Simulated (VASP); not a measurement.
# NbH (Cmme) in VASP: further runs

The runs below take NbH through single point, relaxation of cell and atoms, with r2SCAN.

Everything below comes from runs of VASP 6.6.1. Logs are shortened: lines on timing, memory, paths and dates and some standing lists are left out, and cuts for length are marked.

## 1. Starting point

Symmetry: Cmme, No. 67, orthorhombic system. The conventional cell has a = 3.672 Å, b = 4.762 Å, c = 4.780 Å, α = 90.00°, β = 90.00°, γ = 90.00°. Around Nb (site symmetry mm2) lie 4 H at 1.98 Å. Around H (site symmetry 222) lie 2 H at 1.84 Å and 4 Nb at 1.98 Å.

The cell comes from a database or a generator and needn't be the stable form of this composition.

## 2. Single point, r2SCAN

Input file POSCAR:

```
NbH
1.0
    1.8359385984     -2.3809736765      0.0000000000
    1.8359385984      2.3809736765      0.0000000000
    0.0000000000      0.0000000000      4.7796843593
Nb H
2 2
Direct
    0.7500000000      0.2500000000      0.2685362366
    0.2500000000      0.7500000000      0.7314637634
    0.2500000000      0.2500000000      0.0000000000
    0.7500000000      0.7500000000      0.0000000000
```

Input file INCAR.step1:

```
  PREC = Accurate
  ENCUT = 520
  ISMEAR = -1
  SIGMA = 0.02
  LREAL = False
  LASPH = True
  NELM = 100
  NBANDS = 22
  GGA = PE
  ALGO = Normal
  EDIFF = 1E-4
  LWAVE = True
  LCHARG = False
```

Input file INCAR.step2:

```
  PREC = Accurate
  ENCUT = 520
  EDIFF = 1E-6
  ISMEAR = -1
  SIGMA = 0.02
  LREAL = False
  LASPH = True
  NELM = 100
  ALGO = Normal
  ISIF = 2
  LWAVE = False
  LCHARG = False
  METAGGA = R2SCAN
  LMIXTAU = True
  NBANDS = 22
  ISTART = 1
```

Input file KPOINTS:

```
Automatic mesh
0
Gamma
  6 6 4
```

Potentials or basis: VASP PAW PBE potentials, release 64 (Nb_sv, H).

The run is started by

```
$ cat potpaw_PBE.64/Nb_sv/POTCAR potpaw_PBE.64/H/POTCAR > POTCAR
$ cp INCAR.step1 INCAR
$ mpirun -np 1 vasp_std > vasp.out
$ cp INCAR.step2 INCAR
$ mpirun -np 1 vasp_std > vasp.out
```

OUTCAR:

```text
PREC = Accurate
   ENCUT = 520
   EDIFF = 1E-6
   ISMEAR = -1
   LREAL = False
   LASPH = True
   NELM = 100
   ISIF = 2
   METAGGA = R2SCAN
   ISTART = 1

 ion  position               nearest neighbor table
   1  0.750  0.250  0.269-   2 2.88   2 2.88
   2  0.250  0.750  0.731-   1 2.88   1 2.88
   3  0.250  0.250  0.000-
   4  0.750  0.750  0.000-

  LATTYP: Found a base centered orthorhombic cell.
 ALAT       =     3.6718771968
 B/A-ratio  =     1.2968699926
 C/A-ratio  =     1.3017004935

  Lattice vectors:

 A1 = (   1.8359385984,  -2.3809736765,   0.0000000000)
 A2 = (   1.8359385984,   2.3809736765,   0.0000000000)
 A3 = (   0.0000000000,   0.0000000000,   4.7796843593)

Analysis of symmetry for initial positions (statically):
=====================================================================
 Subroutine PRICEL returns:
 Original cell was already a primitive cell.

 Routine SETGRP: Setting up the symmetry group for a
 base centered orthorhombic supercell.

 Subroutine GETGRP returns: Found  8 space group operations
 (whereof  4 operations were pure point group operations)
 out of a pool of  8 trial point group operations.

The static configuration has the point symmetry C_2h.
 The point group associated with its full space group is D_2h.

Analysis of symmetry for dynamics (positions and initial velocities):
=====================================================================
 Subroutine PRICEL returns:
 Original cell was already a primitive cell.

 Routine SETGRP: Setting up the symmetry group for a
 base centered orthorhombic supercell.

 Subroutine GETGRP returns: Found  8 space group operations
 (whereof  4 operations were pure point group operations)
 out of a pool of  8 trial point group operations.

The dynamic configuration has the point symmetry C_2h.
 The point group associated with its full space group is D_2h.

 Subroutine INISYM returns: Found  8 space group operations
 (whereof  4 operations are pure point group operations),
 and found     1 'primitive' translations

----------------------------------------------------------------------------------------

                                     Primitive cell

  volume of cell :      41.7871

  direct lattice vectors                    reciprocal lattice vectors
     1.835938598 -2.380973677  0.000000000     0.272340263 -0.209998122  0.000000000
     1.835938598  2.380973677  0.000000000     0.272340263  0.209998122  0.000000000
     0.000000000  0.000000000  4.779684359     0.000000000  0.000000000  0.209218836

  length of vectors
     3.006610415  3.006610415  4.779684359     0.343901773  0.343901773  0.209218836

  position of ions in fractional coordinates (direct lattice)
     0.750000000  0.250000000  0.268536237
     0.250000000  0.750000000  0.731463763
     0.250000000  0.250000000  0.000000000
     0.750000000  0.750000000  0.000000000

  ion indices of the primitive-cell ions
   primitive index   ion index
                 1           1
                 2           2
                 3           3
                 4           4

----------------------------------------------------------------------------------------

 KPOINTS: Automatic mesh

Automatic generation of k-mesh.
 Grid dimensions read from file:
 generate k-points for:    6    6    4

 Generating k-lattice:

  Cartesian coordinates                     Fractional coordinates (reciprocal lattice)
     0.045390044 -0.034999687  0.000000000     0.166666667  0.000000000  0.000000000
     0.045390044  0.034999687  0.000000000     0.000000000  0.166666667  0.000000000
     0.000000000  0.000000000  0.052304709     0.000000000  0.000000000  0.250000000

  Length of vectors
     0.057316962  0.057316962  0.052304709

  Shift w.r.t. Gamma in fractional coordinates (k-lattice)
     0.000000000  0.000000000  0.000000000

 Subroutine IBZKPT returns following result:
 ===========================================

 Found     39 irreducible k-points:

 Following reciprocal coordinates:
            Coordinates               Weight
  0.000000  0.000000  0.000000      1.000000
  0.166667  0.000000  0.000000      4.000000
  0.333333  0.000000  0.000000      4.000000
  0.500000 -0.000000  0.000000      2.000000
  0.166667  0.166667  0.000000      2.000000
  0.333333  0.166667  0.000000      4.000000
[... 16 lines left out ...]
  0.333333  0.333333  0.250000      4.000000
  0.500000  0.333333  0.250000      8.000000
 [... further k-points ...]
   k-points           NKPTS =     39   k-points in BZ     NKDIM =     39   number of bands    NBANDS=     22
   number of dos      NEDOS =    301   number of ions     NIONS =      4
   total plane-waves  NPLWV =  20736
   dimension x,y,z NGX =    24 NGY =   24 NGZ =   36
   dimension x,y,z NGXF=    48 NGYF=   48 NGZF=   72
   ions per type =               2   2
   NGX,Y,Z   is equivalent  to a cutoff of  13.27, 13.27, 12.52 a.u.
   NGXF,Y,Z  is equivalent  to a cutoff of  26.54, 26.54, 25.04 a.u.
 SYSTEM =  unknown system
   PREC   = accura    normal or accurate (medium, high low for compatibility)
   ISTART =      1    job   : 0-new  1-cont  2-samecut
   ICHARG =      0    charge: 1-file 2-atom 10-const
   ISPIN  =      1    spin polarized calculation?
   LNONCOLLINEAR =      F non collinear calculations
   LSORBIT =      F    spin-orbit coupling
   LASPH  =      T    aspherical Exc in radial PAW
   ENCUT  =  520.0 eV  38.22 Ry    6.18 a.u.   5.59  5.59  8.89*2*pi/ulx,y,z
   NELM   =    100;   NELMIN=  2; NELMDL=  0     # of ELM steps
   EDIFF  = 0.1E-05   stopping-criterion for ELM
   LREAL  =      F    real-space projection
   EDIFFG = 0.1E-04   stopping-criterion for IOM
   NSW    =      0    number of steps for IOM
   IBRION =     -1    ionic relax: 0-MD 1-quasi-New 2-CG
   NFREE  =      0    steps in history (QN), initial steepest desc. (CG)
   ISIF   =      2    stress and relaxation
   ISYM   =      2    0-nonsym 1-usesym 2-fastsym
   POTIM  = 0.5000    time-step for ionic-motion
   TEBEG  =    0.0;   TEEND  =   0.0 temperature during run
   PSTRESS=    0.0 pullay stress
   NELECT =      28.0000    total number of electrons
   NUPDOWN=      -1.0000    fix difference up-down
   EMIN   =  10.00;   EMAX   =-10.00  energy-range for DOS
   EFERMI =   0.00;   METHOD = LEGACY
   ISMEAR =    -1;   SIGMA  =   0.02  broadening in eV -4-tet -1-fermi 0-gaus
   EFERMI_NEDOS =   21; number of points for ismear=-14 and -15
   IALGO  =     38    algorithm
   IMIX   =      4    mixing-type and parameters
     AMIX     =   0.40;   BMIX     =  1.00
     AMIX_MAG =   1.60;   BMIX_MAG =  1.00
  volume/ion in A,a.u.               =      10.45        70.50
  Fermi-wavevector in a.u.,A,eV,Ry     =   1.432562  2.707150 27.922349  2.052235
  Thomas-Fermi vector in A             =   2.552176
   LORBIT       =      0    0 simple, 1 ext, 2 COOP (PROOUT), +10 PAW based schemes
   METAGGA = R2SCAN    functional components
   LHFCALC =     F    Hartree Fock is set to
   AEXX    =    0.0000 exact exchange contribution
   IVDW    =     0    specifies the selected vdW correction
   LEPSILON=     F    determine dielectric tensor
   LRPA    =     F    only Hartree local field effects (RPA)
 non-spin polarized calculation
  energy-cutoff  :      520.00
  volume of cell :       41.79
 maximum number of plane-waves:      1139
 NGX is ok and might be reduce to    24
   NGX = 11   NGY = 11   NGZ = 17

 number of electron      27.9999995 magnetization

 Free energy of the ion-electron system (eV)
  ---------------------------------------------------
  ext. energy  EPLUGINS =         0.00000000
  ---------------------------------------------------
  free energy    TOTEN  =       -57.44908011 eV

  energy without entropy =      -57.44898249  energy(sigma->0) =      -57.44903130

 E-fermi :  10.4308     XC(G=0): -13.2849

 val. band max:       10.3245854389   @ k =  -0.3333   0.3333   0.0000
 cond. band min:      10.5345156716   @ k =  -0.1667   0.1667   0.2500
 fundamental gap:      0.2099302327
 Fermi energy:        10.4307535078

 k-point     1 :       0.0000    0.0000    0.0000
  band No.  band energies     occupation
      1     -46.4506      2.00000
      2     -46.2703      2.00000
      3     -22.2947      2.00000
      4     -21.6187      2.00000
      5     -21.3129      2.00000
      6     -21.2815      2.00000
[... 14 lines left out ...]
     21      15.3637      0.00000
     22      19.6742      0.00000

 k-point     2 :       0.1667    0.0000    0.0000
  band No.  band energies     occupation
      1     -46.4212      2.00000
      2     -46.2647      2.00000
      3     -22.2106      2.00000
      4     -21.7079      2.00000
      5     -21.4390      2.00000
      6     -21.3790      2.00000
[... 14 lines left out ...]
     21      16.1136      0.00000
     22      19.2206      0.00000

 k-point     3 :       0.3333    0.0000    0.0000
  band No.  band energies     occupation
      1     -46.3532      2.00000
      2     -46.2624      2.00000
      3     -22.0141      2.00000
      4     -21.9606      2.00000
      5     -21.7965      2.00000
      6     -21.4713      2.00000
[... 14 lines left out ...]
     21      17.5602      0.00000
     22      19.3078      0.00000

 k-point     4 :       0.5000   -0.0000    0.0000
  band No.  band energies     occupation
      1     -46.2901      2.00000
      2     -46.2901      2.00000
      3     -22.0694      2.00000
      4     -22.0694      2.00000
      5     -21.6892      2.00000
      6     -21.6892      2.00000
[... 14 lines left out ...]
     21      18.1551      0.00000
     22      18.1551      0.00000

 k-point     5 :       0.1667    0.1667    0.0000
  band No.  band energies     occupation
      1     -46.3790      2.00000
      2     -46.2695      2.00000
      3     -22.0740      2.00000
      4     -21.7284      2.00000
      5     -21.5522      2.00000
      6     -21.5134      2.00000
[... 417 lines left out ...]
 k-point    22 :      -0.1667    0.1667    0.2500
  band No.  band energies     occupation
      1     -46.3904      2.00000
      2     -46.2658      2.00000
      3     -22.0891      2.00000
      4     -21.6878      2.00000
      5     -21.5691      2.00000
      6     -21.4583      2.00000
[... 14 lines left out ...]
     21      17.1466      0.00000
     22      20.3256      0.00000

 k-point    23 :       0.3333    0.3333    0.2500
  band No.  band energies     occupation
      1     -46.2723      2.00000
      2     -46.2446      2.00000
      3     -22.0471      2.00000
      4     -21.9768      2.00000
      5     -21.9157      2.00000
      6     -21.7408      2.00000
[... 14 lines left out ...]
     21      17.6199      0.00000
     22      19.4314      0.00000

 k-point    24 :       0.5000    0.3333    0.2500
  band No.  band energies     occupation
      1     -46.2807      2.00000
      2     -46.2082      2.00000
      3     -22.1097      2.00000
      4     -22.0663      2.00000
      5     -21.8065      2.00000
      6     -21.7853      2.00000
[... 14 lines left out ...]
     21      17.9552      0.00000
     22      19.3621      0.00000

 [... further k-points ...]
[... 5 lines left out ...]
  --------------------------------------------------------------------------------------
  -------------------------------------------------------------------------------------
  Total       -0.1738043      0.1834442     -0.2121541      0.0000000      0.0000000      0.0000000
  in kB       -6.6639108      7.0335193     -8.1342966      0.0000000      0.0000000      0.0000000
  external PRESSURE =      -2.5882293 kB  Pullay stress =       0.0000000 kB

 VOLUME and BASIS-vectors are now :
 -----------------------------------------------------------------------------
  energy-cutoff  :      520.00
  volume of cell :       41.79
      direct lattice vectors                 reciprocal lattice vectors
     1.835938598 -2.380973677  0.000000000     0.272340263 -0.209998122  0.000000000
     1.835938598  2.380973677  0.000000000     0.272340263  0.209998122  0.000000000
     0.000000000  0.000000000  4.779684359     0.000000000  0.000000000  0.209218836

 POSITION                                       TOTAL-FORCE (eV/Angst)
 -----------------------------------------------------------------------------------
      1.83594     -1.19049      1.28352         0.000000      0.000000      0.007533
      1.83594      1.19049      3.49617         0.000000      0.000000     -0.007533
      0.91797      0.00000      0.00000        -0.000000     -0.000000     -0.000000
      2.75391      0.00000      0.00000        -0.000000     -0.000000     -0.000000
 -----------------------------------------------------------------------------------
    total drift:                                0.000000      0.000000     -0.000000

  FREE ENERGIE OF THE ION-ELECTRON SYSTEM (eV)
  ---------------------------------------------------
  free  energy   TOTEN  =       -57.4490801053 eV

  energy  without entropy=      -57.4489824902  energy(sigma->0) =      -57.44903130
```

It took 90 s on 1 thread of Intel Xeon Platinum 8559C (Emerald Rapids), shared host; peak memory 0.17 GiB.

What came out:

```yaml
Free_energy: -57.4491 eV
Pressure: -0.3 GPa
Largest_force: 0.008 eV/Å
Band_gap_on_the_k_mesh: none (metal or under the smearing width)
```

Forces on the atoms (eV/Å):
```
Nb   0.000  0.000  0.008
Nb   0.000  0.000 -0.008
H    0.000  0.000  0.000
H    0.000  0.000  0.000
```

Levels at points of the mesh, in eV from the Fermi level:
| k point | band 10 | band 11 | band 12 | band 13 | band 14 | band 15 | band 16 | band 17 | band 18 | band 19 |
| --- | --- | --- | --- | --- | --- | --- | --- | --- | --- | --- |
| (0.00, 0.00, 0.00) | -4.93 | -4.21 | -1.61 | -0.76 | -0.68 | 0.55 | 1.43 | 3.06 | 3.10 | 3.11 |
| (0.50, 0.00, 0.00) | -7.20 | -2.57 | -2.57 | -1.14 | -1.14 | 1.70 | 1.70 | 2.41 | 2.41 | 5.64 |
| (0.50, 0.50, 0.00) | -5.45 | -4.23 | -4.04 | -0.72 | 2.10 | 2.76 | 2.93 | 4.09 | 4.12 | 4.27 |
| (0.00, 0.00, 0.50) | -4.75 | -4.41 | -2.12 | -2.12 | 0.27 | 1.12 | 1.63 | 1.84 | 2.13 | 2.48 |
| (0.50, 0.00, 0.50) | -7.66 | -1.96 | -1.96 | -0.56 | -0.56 | 1.61 | 1.61 | 3.03 | 3.03 | 4.61 |
| (0.50, 0.50, 0.50) | -4.62 | -3.11 | -3.05 | -2.10 | -0.75 | 0.36 | 1.17 | 4.54 | 4.71 | 5.57 |

Caveat: the k mesh is coarse (spacing up to 0.36 Å⁻¹), so the values aren't converged; the PAW data sets were made with another functional, which shifts forces and pressure a little.

(Continued in part 2 of 2.)
